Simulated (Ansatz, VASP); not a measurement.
## Ga: VASP beside Ansatz

Contents of POSCAR:

```
Ga
1.0
    2.9359754393      0.0000000000      0.0000000000
   -1.4679877197      2.5426293153      0.0000000000
    0.0000000000      0.0000000000      4.6347476761
Ga
2
Direct
    0.3333333333      0.6666666667      0.2500000000
    0.6666666667      0.3333333333      0.7500000000
```

File INCAR.step1:

```
SYSTEM = Ga
ALGO = Normal
EDIFF = 1E-4
ENCUT = 520
GGA = PE
ISMEAR = -1
LASPH = .TRUE.
LCHARG = .FALSE.
LREAL = .FALSE.
LWAVE = .TRUE.
NBANDS = 20
NELM = 60
PREC = Accurate
SIGMA = 0.1
```

INCAR.step2

```
SYSTEM = Ga
ALGO = Normal
EDIFF = 1E-6
ENCUT = 520
ISIF = 2
ISMEAR = -1
ISTART = 1
LASPH = .TRUE.
LCHARG = .FALSE.
LMIXTAU = .TRUE.
LREAL = .FALSE.
LWAVE = .FALSE.
METAGGA = R2SCAN
NBANDS = 20
NELM = 60
PREC = Accurate
SIGMA = 0.1
```

The input KPOINTS:

```
k-points
0
G
  14 14 8
  0 0 0
```

Input for Ansatz:

```yaml
crystal:
  lattice:
    - [2.9359754393, 0.0, 0.0]
    - [-1.4679877197, 2.5426293153, 0.0]
    - [0.0, 0.0, 4.6347476761]
  atoms:
    - { symbol: Ga, position: [0.3333333333, 0.6666666667, 0.25] }
    - { symbol: Ga, position: [0.6666666667, 0.3333333333, 0.75] }
hamiltonian:
  xc: r2scan
  pseudopotentials:
    kind: paw
    azcp:
      Ga: "pseudopotentials/Ga.paw.azcp"
basis:
  ecutwfc: 500
  fft_grid_basis: typed
kpoints:
  mp_grid: { grid: [14, 14, 8], shift: [0, 0, 0] }
magnetization:
  spin_polarized: false
scf:
  occupations: { method: fermi_dirac, width: 0.1 }
  lower_state_search: "off"
output:
  stress: true
```

Alike in both runs: task single point; functional r2SCAN; k mesh 14 × 14 × 8; occupations fermi-dirac, width 0.1 eV; no spin polarisation.

```csv
,VASP,Ansatz
version,VASP 6.6.1,Ansatz 0.2.0
potentials or method,"VASP PAW PBE potentials, release 64 (Ga_d)","plane waves (500 eV) with PAW, scalar-relativistic"
plane-wave cutoff (eV),520,500
valence electrons in the cell,26,26
```

|  | VASP | Ansatz | Ansatz less VASP |
| --- | --- | --- | --- |
| pressure (GPa) | 2.8 | 2.8 | -0.06 |
| largest component of the traceless stress (GPa) | 0.34 | 0.29 | -0.045 |

With one functional, cell and mesh, what is left measures potentials, basis and numerics.

Caveats: the PAW data sets were made with another functional, which shifts forces and pressure a little (VASP).
